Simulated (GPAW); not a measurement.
Here is a GPAW 26.7.0 calculation.

Contents of run.py:

```python
from ase.calculators.mixing import SumCalculator
from ase.filters import FrechetCellFilter
from ase.io import read, write
from ase.optimize import BFGS
from dftd4.ase import DFTD4
from gpaw import GPAW, PW

atoms = read('POSCAR')
atoms.set_initial_magnetic_moments([1.0, 1.0])

calc = GPAW(mode=PW(600),
            xc='MGGA_X_R2SCAN+MGGA_C_R2SCAN',
            kpts={'size': (8, 8, 4), 'gamma': True},
            occupations={'name': 'fermi-dirac', 'width': 0.05},
            nbands=29,
            convergence={'density': 1e-05, 'energy': 1e-05},
            maxiter=150,
            txt='gpaw.txt')
atoms.calc = SumCalculator([calc, DFTD4(method='r2scan')])
opt = BFGS(FrechetCellFilter(atoms), trajectory='relax.traj', logfile='-')
done = opt.run(fmax=0.02, steps=40)
calc.write('gs.gpw')
write('result.traj', atoms)
print('Converged:', done)
print('Cell:', atoms.cell.cellpar().round(4))
print('Volume:', round(atoms.get_volume(), 4))
print(atoms.get_scaled_positions().round(5))
```

The input POSCAR:

```
Ni
1.0
    2.4480228978      0.0000000000      0.0000000000
   -1.2240114489      2.1200500186      0.0000000000
    0.0000000000      0.0000000000      4.0728075700
Ni
2
Direct
    0.6666666667      0.3333333333      0.7500000000
    0.3333333333      0.6666666667      0.2500000000
```

Potentials or basis: GPAW PAW data sets (gpaw-data 1.2.1), pw.

Launch:

```bash
$ OMP_NUM_THREADS=1 python run.py
```

(1) Estimate the band gap on the k mesh.

(2) Predict the dispersion energy per atom.

Results:

(1) none (metal or under the smearing width).

(2) -0.159 eV.

Caveat: the k mesh is coarse (spacing up to 0.39 Å⁻¹), so the values aren't converged; each step starts from the last one's moments, so a moment once lost doesn't come back; later steps reuse the first step's grids.
